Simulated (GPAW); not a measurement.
**CaSe: optical spectrum from first principles**

Aim: the dielectric function of CaSe, and the optical constants that follow from it. The cell comes from an older database entry, whose edges can differ from later determinations, mostly by under a per cent.

Main program and level: GPAW 26.7.0; DFT, LDA, plane-wave PAW (GPAW data sets), scalar-relativistic, RPA, optical limit.

The database entry behind the starting cell differs from later determinations by our own check (0.1 to 0.3 % short, probably kX units), so it need not match the best structure at ambient conditions.

## 1. Set-up

Symmetry: Fm-3m, No. 225, cubic system. The conventional cell has a = 5.912 Å, b = 5.912 Å, c = 5.912 Å, α = 90.00°, β = 90.00°, γ = 90.00°. Se has 6 Ca at 2.96 Å nearest. Nearest to Ca lie 6 Se at 2.96 Å. Farther neighbours and most contacts between anions are not listed.

## 2. Ground state

First the ground state: is it a metal or has it a gap?

This step: DFT, LDA, plane-wave PAW (GPAW data sets), scalar-relativistic, ground state (GPAW 26.7.0).

Contents of gs.py:

```python
from ase import Atoms
from ase.dft.bandgap import bandgap
from gpaw import GPAW, PW, FermiDirac

atoms = Atoms(['Se', 'Ca'],
              cell=[[0.000000000000, 2.956000000000, 2.956000000000],
                    [2.956000000000, 0.000000000000, 2.956000000000],
                    [2.956000000000, 2.956000000000, 0.000000000000]],
              scaled_positions=[[0.500000000000, 0.500000000000, 0.500000000000],
                                [0.000000000000, 0.000000000000, 0.000000000000]],
              pbc=[True, True, True])
atoms.calc = GPAW(mode=PW(450), xc='LDA', kpts={'size': (7, 7, 7), 'gamma': True},
                  occupations=FermiDirac(0.05), maxiter=150, txt='gs.txt')
print('energy (eV)', atoms.get_potential_energy())
print('Fermi level (eV)', atoms.calc.get_fermi_level())
print('valence electrons', atoms.calc.get_number_of_electrons())
print('gap (eV)', bandgap(atoms.calc, output=None)[0])
print('direct gap (eV)', bandgap(atoms.calc, direct=True, output=None)[0])
atoms.calc.write('gs.gpw')
```

The run is started by

```
$ OMP_NUM_THREADS=1 python gs.py
```

Numbers of over 12 decimals in the logs are rounded to 6 here.

The log of the run:

```text
__  _  _
 | _ |_)|_||  |
 |__||  | ||/\| - 26.7.0

Versions:
  Python: 3.12.14
  ASE:    3.29.0
  Numpy:  2.5.5
  Scipy:  1.18.1
  Libxc:  7.0.0

Input parameters:
  mode=PW(ecut=450.000000),
  kpts=MonkhorstPack(size=(7, 7, 7), gamma=True),
  maxiter=150,
  occupations=Occupations(name='fermi-dirac', width=0.05, fixmagmom=False),
  xc=XC(name='LDA')

Diagonalizing LCAO Hamiltonian
Converting LCAO to pw mode

                Se

       Ca

Atoms  # Å, Bohr magnetons
|   | symbol |        x |        y |        z |    initial magnetic moments |
| 0 |     Se | 2.956000 | 2.956000 | 2.956000 | ( 0.0000,  0.0000,  0.0000) |
| 1 |     Ca | 0.000000 | 0.000000 | 0.000000 | ( 0.0000,  0.0000,  0.0000) |

Unit cell  # Å
| periodic |        x |        y |        z |  lengths |    angles |
|      yes | 0.000000 | 2.956000 | 2.956000 | 4.180415 | 60.000000 |
|      yes | 2.956000 | 0.000000 | 2.956000 | 4.180415 | 60.000000 |
|      yes | 2.956000 | 2.956000 | 0.000000 | 4.180415 | 60.000000 |

Number of symmetries: 48
Symmetry operations  # r_c * U_cc + t_c -> r_c
|    | kind |            matrix            |
|  0 |  σ   |  1, 0, 0,  1, 0,-1,  1,-1, 0 |
|  1 |  C2  |  1, 0, 0,  1,-1, 0,  1, 0,-1 |
|  2 |  E   |  1, 0, 0,  0, 1, 0,  0, 0, 1 |
|  3 |  σ   |  1, 0, 0,  0, 0, 1,  0, 1, 0 |
|  4 |  C4  |  1, 0,-1,  1, 0, 0,  1,-1, 0 |
|  5 |  S6  |  1, 0,-1,  1,-1, 0,  1, 0, 0 |
|  6 |  σ   |  1, 0,-1,  0, 1,-1,  0, 0,-1 |
|  7 |  C3  |  1, 0,-1,  0, 0,-1,  0, 1,-1 |
|  8 |  S6  |  1,-1, 0,  1, 0, 0,  1, 0,-1 |
|  9 |  C4  |  1,-1, 0,  1, 0,-1,  1, 0, 0 |
| 10 |  C3  |  1,-1, 0,  0,-1, 1,  0,-1, 0 |
| 11 |  σ   |  1,-1, 0,  0,-1, 0,  0,-1, 1 |
| 12 |  σ   |  0, 1, 0,  1, 0, 0,  0, 0, 1 |
| 13 |  C4  |  0, 1, 0,  0, 1,-1, -1, 1, 0 |
| 14 |  C3  |  0, 1, 0,  0, 0, 1,  1, 0, 0 |
| 15 |  S6  |  0, 1, 0, -1, 1, 0,  0, 1,-1 |
| 16 |  C2  |  0, 1,-1,  1, 0,-1,  0, 0,-1 |
| 17 |  σ   |  0, 1,-1,  0, 1, 0, -1, 1, 0 |
| 18 |  S4  |  0, 1,-1,  0, 0,-1,  1, 0,-1 |
| 19 |  C4  |  0, 1,-1, -1, 1, 0,  0, 1, 0 |
| 20 |  C3  |  0, 0, 1,  1, 0, 0,  0, 1, 0 |
| 21 |  σ   |  0, 0, 1,  0, 1, 0,  1, 0, 0 |
| 22 |  S6  |  0, 0, 1,  0,-1, 1, -1, 0, 1 |
| 23 |  C4  |  0, 0, 1, -1, 0, 1,  0,-1, 1 |
| 24 |  S4  |  0, 0,-1,  1, 0,-1,  0, 1,-1 |
| 25 |  C3  |  0, 0,-1,  0, 1,-1,  1, 0,-1 |
| 26 |  C2  |  0, 0,-1,  0,-1, 0, -1, 0, 0 |
| 27 |  S6  |  0, 0,-1, -1, 0, 0,  0,-1, 0 |
| 28 |  S4  |  0,-1, 1,  1,-1, 0,  0,-1, 0 |
| 29 |  C4  |  0,-1, 1,  0, 0, 1, -1, 0, 1 |
| 30 |  C2  |  0,-1, 1,  0,-1, 0,  1,-1, 0 |
| 31 |  σ   |  0,-1, 1, -1, 0, 1,  0, 0, 1 |
| 32 |  C3  |  0,-1, 0,  1,-1, 0,  0,-1, 1 |
| 33 |  S6  |  0,-1, 0,  0, 0,-1, -1, 0, 0 |
| 34 |  S4  |  0,-1, 0,  0,-1, 1,  1,-1, 0 |
| 35 |  C2  |  0,-1, 0, -1, 0, 0,  0, 0,-1 |
| 36 |  C2  | -1, 1, 0,  0, 1, 0,  0, 1,-1 |
| 37 |  S6  | -1, 1, 0,  0, 1,-1,  0, 1, 0 |
| 38 |  S4  | -1, 1, 0, -1, 0, 1, -1, 0, 0 |
| 39 |  C3  | -1, 1, 0, -1, 0, 0, -1, 0, 1 |
| 40 |  S6  | -1, 0, 1,  0, 0, 1,  0,-1, 1 |
| 41 |  C2  | -1, 0, 1,  0,-1, 1,  0, 0, 1 |
| 42 |  C3  | -1, 0, 1, -1, 1, 0, -1, 0, 0 |
| 43 |  S4  | -1, 0, 1, -1, 0, 0, -1, 1, 0 |
| 44 |  C2  | -1, 0, 0,  0, 0,-1,  0,-1, 0 |
| 45 |  i   | -1, 0, 0,  0,-1, 0,  0, 0,-1 |
| 46 |  σ   | -1, 0, 0, -1, 1, 0, -1, 0, 1 |
| 47 |  C2  | -1, 0, 0, -1, 0, 1, -1, 1, 0 |

BZ-sampling:
  Number of BZ points: 343
  Number of IBZ points: 20

  Monkhorst-Pack size: [7, 7, 7]
  Monkhorst-Pack shift: [0, 0, 0]

K-points  # in reciprocal-cell coordinates
|     |                                coordinates |     weight |
|   0 | (  0.00000000,   0.00000000,   0.00000000) | 0.00291545 |
|   1 | (  0.14285714,   0.14285714,   0.00000000) | 0.01749271 |
|   2 | (  0.14285714,   0.14285714,   0.14285714) | 0.02332362 |
|   3 | (  0.28571429,   0.14285714,   0.14285714) | 0.03498542 |
|   4 | (  0.28571429,   0.28571429,   0.00000000) | 0.01749271 |
|   5 | (  0.28571429,   0.28571429,   0.14285714) | 0.06997085 |
|   6 | (  0.28571429,   0.28571429,   0.28571429) | 0.02332362 |
|   7 | (  0.42857143,  -0.28571429,  -0.28571429) | 0.03498542 |
|   8 | (  0.42857143,   0.28571429,  -0.42857143) | 0.13994169 |
|   9 | (  0.42857143,   0.28571429,  -0.28571429) | 0.06997085 |
| ... |                                            |            |
|  19 | (  0.42857143,   0.42857143,   0.42857143) | 0.02332362 |

Plane wave coefficients: 1139
Cutoff: 450.000000 eV

Spin-components: 1 (collinear spins)
Bands:           9
Projectors:      10
Spin-degeneracy: 2
Datatype:        complex128

Parallelization:
  kpt:    1
  domain: 1
  band:   1

Density:
  Valence electrons: 16.0
  Components: 1
  Grid points: [21 21 21]
  Charge: 0.0  # |e|

Potential:
  Grid points: [21 21 21]

species:
  Se:
    name:    Selenium
    id:
    Z:       34.0
    valence: 6
    core:    28
    charge:  0.0  # [|e|]
    compensation charges:
      type: gauss
      rc: 0.27  # [Å]
      lmax: 2
    cutoffs:
      filter: 1.77  # [Å]
      core: 2.67  # [Å]
    projectors
    | kind |    occ | energy [eV] | rcut [Å] |
    |   4s |  2.000 |     -17.472 |    0.847 |
    |   4p |  4.000 |      -6.656 |    1.005 |
    |    s |        |       9.739 |    0.847 |
    |    p |        |      20.555 |    1.005 |
    |    d |        |       0.000 |    0.847 |

    Using partial waves for Se as LCAO basis

  Ca:
    name:    Calcium
    id:
    Z:       20.0
    valence: 10
    core:    10
    charge:  0.0  # [|e|]
    compensation charges:
      type: gauss
      rc: 0.37  # [Å]
      lmax: 2
    cutoffs:
      filter: 2.10  # [Å]
      core: 1.17  # [Å]
    projectors
    | kind |    occ | energy [eV] | rcut [Å] |
    |   3s |  2.000 |     -46.826 |    1.175 |
    |   4s |  2.000 |      -3.864 |    1.175 |
    |   3p |  6.000 |     -27.986 |    1.154 |
    |    p |        |      -0.774 |    1.154 |
    |    d |        |       0.000 |    0.937 |

    Using partial waves for Ca as LCAO basis

Reference energy: -84483.586495  # eV

eigensolver:
  PPCG
  Converge bands: occupied
  niter=2

density mixing:
  MSR1-Mixer
  Pratt-step length: 0.05
  Maximum mixing coefficient: 0.75
  Old densities: 10
  SVD Regularization: 0.005
  Good broyden scale: 1.0
  Trust region scale: 1.0
  Backstep threshold: 4.0
  History deletion threshold: 6.0
  Fourier metric: weight=20.0, sigma=0.015

occupation numbers:
  Fermi-Dirac:
    width: 0.0500  # eV

poisson solver:
  ecut: 3600.000000  # eV

xc functional:
  name: None

convergence criteria:
- Maximum [total energy] change in last 3 cyles: 0.0005 eV / valence electron
- Maximum integral of absolute [dens]ity change: 0.0001 electrons / valence electron
- Maximum integral of absolute [eigenst]ate change: 4e-08 eV^2 / valence electron
maximum number of iterations: 150

SCF iterations
|iter     |      energy | eigst |  dens |
|iter:   1||  -10.670591 | +0.16 |       |
|iter:   2||  -10.722909 | -1.26 | -1.20 |
|iter:   3||  -10.750592 | -1.33 | -1.23 |
|iter:   4||  -10.650348 | -2.12 | -1.40 |
|iter:   5||  -10.648296 | -3.20 | -1.77 |
|iter:   6||  -10.648345c| -4.47 | -2.29 |
|iter:   7||  -10.648344c| -5.22 | -3.28 |
|iter:   8||  -10.648344c| -6.61 | -3.62 |
|iter:   9||  -10.648344c| -7.68c| -4.59c|

Converged in 9 steps
SCF loop duration: 4.507 s (0.501 s/step)
Energy contributions relative to reference atoms: (reference = -84483.586495)

Energy contributions:
  Kinetic:          11.122599
  Coulomb:          -8.990044
  Zero:             -0.635182
  External:          0.000000
  Xc:              -12.145717
  Entropy:          -0.000000
  Spinorbit:         0.000000
  ----------------------------
  Free energy:     -10.648344
  Extrapolated:    -10.648344

dipole moment: (-19.577121, -19.577121, -19.577121)  # |e|*Ang

Fermi level: 5.518
Eigenvalues  # (at kpt = [0.000, 0.000, 0.000])
| band index |      eig [eV] | occ [0-2] |
|          0 |       -35.110 |     2.000 |
|          1 |       -16.378 |     2.000 |
|          2 |       -16.378 |     2.000 |
|          3 |       -16.378 |     2.000 |
|          4 |        -7.618 |     2.000 |
|          5 |         4.239 |     2.000 |
|          6 |         4.239 |     2.000 |
|          7 |         4.239 |     2.000 |
|          8 |         7.342 |     0.000 |

Gap: 2.402 eV
Transition (v -> c):
  (s=0, k=0, n=7, [0.00, 0.00, 0.00]) -> (s=0, k=15, n=8, [0.43, 0.43, -0.14])
Direct/indirect transitions are different
Direct gap: 3.103 eV
Transition at: (s=0, k=0, n=7, [0.00, 0.00, 0.00])

--- standard output ---
energy (eV) -10.648344
Fermi level (eV) 5.517977
valence electrons 16.0
gap (eV) 2.401594
direct gap (eV) 3.103108
```

Elapsed: 6.1 s, on 1 thread of Arm Neoverse V1, shared host; peak memory 0.13 GiB.

This step gave:

```
energy                 : -10.65 eV
Fermi energy           : 5.518 eV
gap on the k-mesh      : 2.402 eV
direct gap on the mesh : 3.103 eV
electrons              : 16
```

There is a gap, 2.40 eV on this mesh (points off the mesh can give less), so no carriers' term is needed.

## 3. Bands for the response

The response needs many more empty bands than the density does.

This step: DFT, LDA, plane-wave PAW (GPAW data sets), scalar-relativistic, bands at fixed density (GPAW 26.7.0).

Contents of nscf.py:

```python
from ase.dft.bandgap import bandgap
from gpaw import GPAW, FermiDirac

calc = GPAW('gs.gpw').fixed_density(kpts={'size': (16, 16, 16), 'gamma': True}, nbands=41, convergence={'bands': 35},
                                    occupations=FermiDirac(0.001), txt='nscf.txt')
print('gap (eV)', bandgap(calc, output=None)[0])
print('direct gap (eV)', bandgap(calc, direct=True, output=None)[0])
print('top band over the Fermi level (eV)', min(calc.get_eigenvalues(kpt=k)[34] for k in range(len(calc.get_ibz_k_points()))) - calc.get_fermi_level())
calc.write('full.gpw', mode='all')
```

The run is started by

```
$ OMP_NUM_THREADS=1 python nscf.py
```

The log of the run:

```text
Diagonalizing LCAO Hamiltonian
Converting LCAO to pw mode
convergence criteria:
- Maximum integral of absolute [eigenst]ate change: 4e-08 eV^2 / valence electron
maximum number of iterations: 150

SCF iterations
|iter     |      energy | eigst |  dens |
|iter:   1||             | +3.64 |       |
|iter:   2||             | +2.09 |       |
|iter:   3||             | +0.93 |       |
|iter:   4||             | -0.18 |       |
|iter:   5||             | -1.21 |       |
|iter:   6||             | -2.14 |       |
|iter:   7||             | -3.03 |       |
|iter:   8||             | -3.81 |       |
|iter:   9||             | -4.60 |       |
|iter:  10||             | -5.36 |       |
|iter:  11||             | -6.12 |       |
|iter:  12||             | -6.85 |       |
|iter:  13||             | -7.55c|       |
SCF steps: 13
  __  _  _
 | _ |_)|_||  |
 |__||  | ||/\| - 26.7.0

Versions:
  Python: 3.12.14
  ASE:    3.29.0
  Numpy:  2.5.5
  Scipy:  1.18.1
  Libxc:  7.0.0

Input parameters:
  mode=PW(ecut=450.000000),
  convergence={'bands': 35},
  gpts=array([21, 21, 21]),
  kpts=MonkhorstPack(size=(16, 16, 16), gamma=True),
  maxiter=150,
  nbands=41,
  occupations=Occupations(name='fermi-dirac', width=0.001, fixmagmom=False),
  parallel={},
  xc=XC(name='LDA')

--- standard output ---
gap (eV) 1.892215
direct gap (eV) 2.837449
top band over the Fermi level (eV) 26.298844
```

Elapsed: 3 min, on 1 thread; peak memory 0.27 GiB.

This step gave:

```
gap on the k-mesh      : 1.892 eV
direct gap on the mesh : 2.837 eV
```

## 4. Dielectric function, RPA

Local fields let the induced charge screen the field inside the cell, which as a rule lowers ε, most along directions where the density is uneven.

This step: DFT, LDA, plane-wave PAW (GPAW data sets), scalar-relativistic, RPA, optical limit (GPAW 26.7.0).

Contents of df.py:

```python
from gpaw.response.df import DielectricFunction

df = DielectricFunction('full.gpw', frequencies={'type': 'nonlinear', 'domega0': 0.03, 'omega2': 8},
                        ecut=80,
                        eta=0.1,
                        nbands=35,
                        txt='df.txt')
for direction in ['x']:
    df.get_dielectric_function(xc='RPA', direction=direction, filename=f'df_{direction}.csv')
```

The run is started by

```
$ OMP_NUM_THREADS=1 python df.py
```

The log of the run:

```text
Using integrator: PointIntegrator
NonLinearFrequencyDescriptor(from 0.000 to 72.254 eV, 509 points)
Nonperiodic BCs:  [False False False]
Using integrator: PointIntegrator
NonLinearFrequencyDescriptor(from 0.000 to 72.254 eV, 509 points)
Nonperiodic BCs:  [False False False]

Calculating chi0 body with:
    Ground state adapter containing:
    Number of spins: 1
    Number of kpoints: 4096
    Number of irreducible kpoints: 145
    Number of completely occupied states: 8
    Number of partially occupied states: 8

    Linear response parametrization:
    q_c: [0.0, 0.0, 0.0]
    Number of frequency points: 509
    Planewave cutoff: 80.0
    Number of bands: 35
    Number of planewaves: 65
    Broadening (eta): 0.1

Integrating chi0 body.

Symmetries of q_c:
    Direct symmetries (Uq -> q): 48
    Indirect symmetries (TUq -> q): 0
In total 48 allowed symmetries.

145 groups of equivalent kpoints. 96.4599609375% reduction.

Integral kind: spectral function

Calculating chi0 optical extensions with:
    Ground state adapter containing:
    Number of spins: 1
    Number of kpoints: 4096
    Number of irreducible kpoints: 145
    Number of completely occupied states: 8
    Number of partially occupied states: 8

    Linear response parametrization:
    Number of frequency points: 509
    Planewave cutoff: 80.0
    Number of bands: 35
    Number of planewaves: 65
    Broadening (eta): 0.1
Integrating chi0 head and wings.

Symmetries of q_c:
    Direct symmetries (Uq -> q): 48
    Indirect symmetries (TUq -> q): 0
In total 48 allowed symmetries.

145 groups of equivalent kpoints. 96.4599609375% reduction.

Integral kind: spectral function wings
```

Elapsed: 25 s, on 1 thread; peak memory 0.31 GiB.

Numbers from this step:

```
electronic dielectric constant ε∞, mean over x, y and z (by symmetry where fewer were run) : 5.425
main peak of Im epsilon, first axis                                                        : 5.498 eV
centre of weight of the strongest loss peak in the window                                  : 15.13 eV
```

(Continued in part 2 of 2.)

[Machine, clock and banner lines and Python warnings are left out of the logs.]

[Logs are printed without paths, hosts, clocks, repeated set-up lines and the standing remarks that a program may print on its own settings, such as how far it seeks lower states.]

[Hosts, paths, dates, database ids (printed as entryN), source tags and the programs' standing remarks are cut or masked in the printed files.]
